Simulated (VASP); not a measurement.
## Li: single point with PBE

Li:

```
Li
1.0
     0.00000    2.20200    2.20200
     2.20200    0.00000    2.20200
     2.20200    2.20200    0.00000
Li
1
Direct
  0.00000 0.00000 0.00000
```

This isn't the form of Li at room conditions, which is bcc.

- Program: VASP 6.6.1
- Task: single point
- Functional: PBE
- Potentials or basis: VASP PAW PBE potentials, release 64 (Li_sv)
- Cutoff: 520 eV
- k mesh: 10 × 10 × 10
- Occupations: fermi-dirac, width 0.05 eV
- Spin: no spin polarisation

The band gap on the k mesh is none (metal or under the smearing width).

Levels at points of the mesh, in eV from the Fermi level:
| k point | band 1 | band 2 | band 3 | band 4 | band 5 |
| --- | --- | --- | --- | --- | --- |
| (0.00, 0.00, 0.00) | -46.56 | -3.43 | 13.89 | 13.89 | 13.89 |
| (0.50, 0.00, 0.00) | -46.54 | 0.07 | 2.82 | 12.23 | 12.23 |
| (0.50, 0.50, 0.00) | -46.54 | 1.55 | 4.58 | 8.20 | 8.20 |

Run time: 3.1 s on 1 thread of Intel(R) Xeon(R) Platinum 8375C CPU @ 2.90GHz (Ice Lake) (shared host), peak memory 0.13 GiB.
